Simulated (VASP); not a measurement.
Crystal: GeSe.

```
Ge Se
1.0
    10.79000    0.00000    0.00000
     0.00000    3.82000    0.00000
     0.00000    0.00000    4.38000
Ge Se
4 4
Cartesian
  1.3056 2.8650 3.9157
  6.7006 2.8650 2.6543
  4.0894 0.9550 1.7257
  9.4844 0.9550 0.4643
  9.1931 2.8650 2.1769
  3.7981 2.8650 0.0131
  6.9919 0.9550 4.3669
  1.5969 0.9550 2.2031
```

| Quantity | Value |
| --- | --- |
| Program | VASP 6.6.1 |
| Task | relaxation of cell and atoms |
| Functional | PBE |
| Potentials or basis | VASP PAW PBE potentials, release 64 (Ge_d, Se) |
| Cutoff | 600 eV |
| k mesh | 4 × 8 × 6 |
| Occupations | gaussian, width 0.03 eV |
| Spin | no spin polarisation |

At the start: pressure 3.3 GPa; volume 22.57 Å³/atom.

How do energy, volume and symmetry change on relaxing?

Over 30 steps the energy falls by 15.9 meV/atom and the volume is 24.51 Å³/atom (+8.6 %); space group Pnma (No. 62, to 0.05 Å).

Step by step:
```tsv
step	energy change (eV)	largest force (eV/Å)	pressure (GPa)	volume (Å³)
1	0.0000	0.2660	3.26	180.53
2	-0.0827	0.3201	-0.96	192.80
3	-0.0960	0.1890	0.11	189.32
4	-0.1042	0.1494	0.13	190.16
5	-0.1140	0.0645	0.12	192.70
6	-0.1183	0.0455	-0.02	194.06
7	-0.1204	0.0409	-0.20	195.93
8	-0.1238	0.0184	-0.10	196.10
9	-0.1256	0.0269	0.06	196.28
10	-0.1257	0.0318	0.14	196.34
11	-0.1260	0.0151	-0.02	197.06
12	-0.1260	0.0160	0.01	196.93
13	-0.1260	0.0154	-0.06	197.00
14	-0.1260	0.0156	0.00	196.96
15	-0.1260	0.0155	-0.04	196.97
16	-0.1261	0.0155	0.04	196.79
17	-0.1261	0.0156	0.01	196.79
18	-0.1262	0.0127	0.00	196.79
19	-0.1263	0.0142	-0.03	196.79
20	-0.1263	0.0320	-0.10	196.78
21	-0.1264	0.0258	-0.07	196.78
22	-0.1264	0.0249	-0.04	196.76
23	-0.1264	0.0245	-0.05	196.70
24	-0.1265	0.0233	-0.02	196.58
25	-0.1267	0.0209	-0.01	196.34
26	-0.1268	0.0161	0.04	195.85
27	-0.1269	0.0153	0.05	195.88
28	-0.1270	0.0132	0.02	195.98
29	-0.1270	0.0126	0.01	196.02
30	-0.1271	0.0092	0.03	196.07
```

Final structure:
```yaml
crystal:
  lattice:
    - [11.18106, 0.00000, 0.00000]
    - [0.00000, 3.88934, 0.00000]
    - [0.00000, 0.00000, 4.50868]
  atoms:
    - { symbol: Ge, position: [0.12626, 0.75000, 0.88310] }
    - { symbol: Ge, position: [0.62626, 0.75000, 0.61690] }
    - { symbol: Ge, position: [0.37374, 0.25000, 0.38310] }
    - { symbol: Ge, position: [0.87374, 0.25000, 0.11690] }
    - { symbol: Se, position: [0.85274, 0.75000, 0.49919] }
    - { symbol: Se, position: [0.35274, 0.75000, 0.00081] }
    - { symbol: Se, position: [0.64726, 0.25000, 0.99919] }
    - { symbol: Se, position: [0.14726, 0.25000, 0.50081] }
```
